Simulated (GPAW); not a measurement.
Crystal: HfN.

```
Hf N
1.0
     0.00000    2.25600    2.25600
     2.25600    0.00000    2.25600
     2.25600    2.25600    0.00000
Hf N
1 1
Direct
  0.00000 0.00000 0.00000
  0.50000 0.50000 0.50000
```

- Program: GPAW 26.7.0
- Task: single point
- Functional: PBEsol
- Potentials or basis: PAW data sets generated in the run's folder for this functional
- Cutoff: 800 eV
- Basis: pw
- k mesh: 10 × 10 × 10
- Occupations: fermi-dirac, width 0.05 eV
- Spin: no spin polarisation

On this cell: pressure -1.6 GPa; largest force zero by symmetry; band gap on the k mesh none (metal or under the smearing width).

The same run follows on a disturbed copy (atoms moved at random, drawn with an rms of 0.05 Å):

```
CELL_PARAMETERS angstrom
0.00000 2.25600 2.25600
2.25600 0.00000 2.25600
2.25600 2.25600 0.00000
ATOMIC_POSITIONS crystal
Hf 0.02558 0.01152 0.98645
N 0.48681 0.50285 0.51365
```

**Question.** What changes?

**Answer.** The energy (extrapolated to zero smearing) moves by +41.5 meV/atom; pressure 0.3 GPa; largest force 1.436 eV/Å; band gap on the k mesh none (metal or under the smearing width).

Forces on the atoms (eV/Å):
```
Hf   0.504 -0.315 -1.307
N   -0.504  0.315  1.307
```

Stress tensor (GPa, compression positive):
```
-0.84  0.11  0.52
 0.11 -1.24 -0.34
 0.52 -0.34  3.01
```
